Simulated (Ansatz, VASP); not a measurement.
Given: the input of a run of Ansatz 0.2.0 on LiCl.

The input input.yaml:

```yaml
crystal:
  lattice:
    - [0.0, 2.56477, 2.56477]
    - [2.56477, 0.0, 2.56477]
    - [2.56477, 2.56477, 0.0]
  atoms:
    - { symbol: Cl, position: [0.494358, 0.520088, 0.481594] }
    - { symbol: Li, position: [0.007381, -0.022718, 0.003587] }
hamiltonian:
  xc: pbe
  pseudopotentials: { kind: paw }
kpoints:
  mp_grid: { grid: [9, 9, 9] }
scf:
  occupations: { method: fermi_dirac, width: 0.05 }
output:
  forces: true
  stress: true
  eigenvalues: true
```

Potentials or basis: Ansatz PAW.

Launch:

```sh
$ ansatz run input.yaml --threads 1 --pin off --max-ram 3584MiB --backend cpu --events-out ev --progress --plain --runs-dir out
```

Task: Translate it to VASP 6.6.1. Potentials there: VASP PAW PBE potentials, release 64 (Cl, Li_sv).

Result: As run (the cutoff follows the program's own potentials):

The input INCAR:

```
SYSTEM = LiCl
PREC     = Accurate       ! precision mode
ENCUT    = 520            ! plane-wave cutoff, eV
EDIFF    = 1E-7           ! SCF threshold, eV
ISMEAR   = -1             ! smearing method
SIGMA    = 0.05           ! smearing width, eV
LREAL    = .FALSE.        ! projectors in reciprocal space
LASPH    = .TRUE.         ! aspherical terms in the spheres
NELM     = 80             ! most SCF steps
ALGO     = Normal         ! electronic algorithm
ISIF     = 2              ! what is computed and relaxed
LWAVE    = .FALSE.        ! write WAVECAR
LCHARG   = .FALSE.        ! write CHGCAR
GGA      = PE             ! functional
NBANDS   = 12             ! bands
```

KPOINTS

```
Automatic mesh
0
G
  9 9 9
  0 0 0
```

POSCAR

```
LiCl
1.0
    0.0000000000      2.5647700000      2.5647700000
    2.5647700000      0.0000000000      2.5647700000
    2.5647700000      2.5647700000      0.0000000000
Cl Li
1 1
Direct
    0.4943580000      0.5200880000      0.4815940000
    0.0073810000     -0.0227180000      0.0035870000
```

Potentials or basis: VASP PAW PBE potentials, release 64 (Cl, Li_sv).

Run with:

```sh
$ cat potpaw_PBE.64/Cl/POTCAR potpaw_PBE.64/Li_sv/POTCAR > POTCAR
$ mpirun -np 1 vasp_std > vasp.out
```

Both were run:

|  | VASP | Ansatz | Ansatz less VASP |
| --- | --- | --- | --- |
| gap on the k mesh at the Fermi level (eV) | 6.33 | 6.31 | -0.012 |
| least direct gap on the mesh (eV) | 6.33 | 6.31 | -0.012 |
| rms of the force components (eV/Å) | 0.051 | 0.050 | -0.0005 |

Atom by atom the forces differ by 0.000 eV/Å (rms over components). The functional is the same, so the differences come from potentials, cutoffs and numerics.

Caveats: an odd mesh through Γ misses points on the zone boundary, where band edges often lie (VASP); odd divisions of the mesh miss points on the zone boundary, where band edges often lie, so the gap on the mesh can be too wide (Ansatz).
